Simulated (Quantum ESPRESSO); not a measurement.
# KF (Carobbiite): from Born charge to LO-TO splitting

How high does the longitudinal optical mode of KF (Carobbiite) lie, given the transverse one, the Born charge and ε∞?

Main program and level: Quantum ESPRESSO 7.5; DFT LDA, scalar-relativistic, plane waves, PseudoDojo norm-conserving pseudopotentials.

## 1. The relaxed structure

Symmetry: Fm-3m, No. 225, cubic system. Conventional cell: a = 5.158 Å, b = 5.158 Å, c = 5.158 Å, α = 90.00°, β = 90.00°, γ = 90.00°. Nearest to K lie 6 F at 2.58 Å. Nearest to F lie 6 K at 2.58 Å. Farther neighbours and most contacts between anions are not listed.

This is the cell after its relaxation at this level of theory, not the database cell from which that began.

## 2. What the response run gave

A linear-response run on the relaxed cell, with the response to an electric field; only its zone-centre results are used. Cutoff 84 Ry, k mesh 6×6×6.

Output:

```text
[banners, grids, parts of the stress and lines that vanish by symmetry left out]
Program PHONON v.7.5
     Reading xml data from directory:

[...]
Exchange-correlation= PW
                           (   1   4   0   0   0   0   0)
[...]
kinetic-energy cut-off    =      84.0000  Ry
     charge density cut-off    =     336.0000  Ry
     convergence threshold     =      1.0E-18
[...]
Exchange-correlation= PW
                           (   1   4   0   0   0   0   0)
[...]
q = (   0.0000000   0.0000000   0.0000000 )
     49 Sym.Ops. (with q -> -q+G )
     G cutoff =  404.3595  (  24045 G-vectors)     FFT grid: ( 45, 45, 45)
     number of k points=    16
[...]
Mode symmetry, O_h (m-3m)  point group:
[...]
Dielectric constant
[...]
End of electric fields calculation
          Dielectric constant in cartesian axis
          (       2.095076500      -0.000000000      -0.000000000 )
          (      -0.000000000       2.095076500      -0.000000000 )
          (      -0.000000000      -0.000000000       2.095076500 )
          Effective charges (d Force / dE) in cartesian axis without acoustic sum rule applied (asr)
           atom    1  K     Mean Z*:        1.15058
      Ex  (        1.15058        0.00000       -0.00000 )
      Ey  (        0.00000        1.15058        0.00000 )
      Ez  (        0.00000       -0.00000        1.15058 )
           atom    2  F     Mean Z*:       -1.15057
      Ex  (       -1.15057       -0.00000       -0.00000 )
      Ey  (       -0.00000       -1.15057       -0.00000 )
      Ez  (       -0.00000       -0.00000       -1.15057 )
          Effective charges Sum: Mean:        0.00001
[...]
Effective charges (d Force / dE) in cartesian axis with asr applied:
           atom    1  K     Mean Z*:        1.15058
[...]
atom    2  F     Mean Z*:       -1.15058
[...]
Representation #   1 modes #   1   2   3
[...]
End of self-consistent calculation
     Convergence has been achieved
     Representation #   2 modes #   4   5   6
[...]
End of self-consistent calculation
     Convergence has been achieved
[...]
Dielectric constant in cartesian axis
          (       2.095076500      -0.000000000      -0.000000000 )
          (      -0.000000000       2.095076500      -0.000000000 )
          (      -0.000000000      -0.000000000       2.095076500 )
          Effective charges (d Force / dE) in cartesian axis without acoustic sum rule applied (asr)
           atom    1  K     Mean Z*:        1.15058
      Ex  (        1.15058        0.00000       -0.00000 )
      Ey  (        0.00000        1.15058        0.00000 )
      Ez  (        0.00000       -0.00000        1.15058 )
           atom    2  F     Mean Z*:       -1.15057
      Ex  (       -1.15057       -0.00000       -0.00000 )
      Ey  (       -0.00000       -1.15057       -0.00000 )
      Ez  (       -0.00000       -0.00000       -1.15057 )
          Effective charges Sum: Mean:        0.00001
[...]
Effective charges (d Force / dE) in cartesian axis with asr applied:
           atom    1  K     Mean Z*:        1.15058
[...]
atom    2  F     Mean Z*:       -1.15058
[...]
q = (    0.000000000   0.000000000   0.000000000 )
[...]
freq (    1) =      -0.104485 [THz] =      -3.485256 [cm-1]
     freq (    2) =      -0.104485 [THz] =      -3.485256 [cm-1]
     freq (    3) =      -0.104485 [THz] =      -3.485256 [cm-1]
     freq (    4) =       6.323947 [THz] =     210.944170 [cm-1]
     freq (    5) =       6.323947 [THz] =     210.944170 [cm-1]
     freq (    6) =       6.323947 [THz] =     210.944170 [cm-1]
[...]
Mode symmetry, O_h (m-3m)  point group:
     freq (   1-   3) =         -3.5  [cm-1]   --> T_1u G_15  G_4- I
     freq (   4-   6) =        210.9  [cm-1]   --> T_1u G_15  G_4- I

   JOB DONE.
```

| quantity | value |
| --- | --- |
| cell volume Ω (Å³) | 34.314 |
| mass of K (u) | 39.098 |
| mass of F (u) | 18.998 |
| Born charge of K, raw (e) | 1.151 |
| Born charge of F, raw (e) | -1.151 |
| ε∞ | 2.095 |
| ω(TO) after the sum rule (cm⁻¹) | 211.0 |

## 3. The calculation

The charges must sum to zero over the cell; taking off their mean, 0.000 e, leaves Z* = 1.151 e on K. In the polar mode K moves against F, so the reduced mass is μ = 39.10 × 19.00 / 58.10 = 12.786 u.

A longitudinal wave builds up a field that adds to the restoring force: ω(LO)² = ω(TO)² + 4π Z*² / (μ Ω ε∞), in Hartree atomic units. With μ = 23307 electron masses and Ω = 231.56 bohr³ the second term is 1.4713e-06 Ha², or 70872 cm⁻² (1 Ha = 219474.6 cm⁻¹).

So ω(LO) = √(44508 + 70872) = 339.7 cm⁻¹, and by the Lyddane-Sachs-Teller relation ε₀ = ε∞ (ω(LO)/ω(TO))² = 5.43.

## 4. Check against the program

The analysis program adds the same non-analytic term to the full matrix, here for q along (1 0 0).

Output:

```text
[banner, memory and clock lines left out]
Program DYNMAT v.7.5

     Reading Dynamical Matrix from file g.dyn
     ...Force constants read
     ...epsilon and Z* read

     Polarizability (A^3 units)
     multiply by 0.732587 for Clausius-Mossotti correction
         2.990234   -0.000000   -0.000000
        -0.000000    2.990234   -0.000000
        -0.000000   -0.000000    2.990234

     IR activities are in (D/A)^2/amu units

# mode   [cm-1]    [THz]      IR
    1     -0.00   -0.0000    0.0000
    2     -0.00   -0.0000    0.0000
    3      0.00    0.0000    0.0000
    4    210.97    6.3248    2.3888
    5    210.97    6.3248    2.3888
    6    339.68   10.1832    2.3888
```

ε₀ comes from the program's run without a direction of q.

| quantity | by hand | program |
| --- | --- | --- |
| ω(LO) (cm⁻¹) | 339.7 | 339.7 |
| ε₀ | 5.43 | 5.43 |

## 5. Outcome

| Quantity | Value |
| --- | --- |
| TO mode | 211.0 cm⁻¹ |
| LO mode | 339.7 cm⁻¹ |
| static dielectric constant | 5.431 |

The LO mode of KF (Carobbiite) lies at 340 cm⁻¹, 129 cm⁻¹ above the TO mode; the formula meets the program within 0.1 cm⁻¹, as it must for a cubic crystal with one polar mode. ω(LO)² − ω(TO)² goes with Z*²/ε∞: an error of 5 % in ε∞ would move the LO mode by 5.0 cm⁻¹, and semilocal functionals tend to overestimate ε∞. These are harmonic values at zero temperature, at the volume of this functional, for the structure held cubic; stability elsewhere in the zone is no part of this calculation.

[Host names and launcher messages were left out of these logs when they were recorded.]

[Logs are printed without paths, hosts, clocks, repeated set-up lines and the standing remarks that a program may print on its own settings, such as how far it seeks lower states.]

[Hosts, paths, dates, database ids (printed as entryN), source tags and the programs' standing remarks are cut or masked in the printed files.]
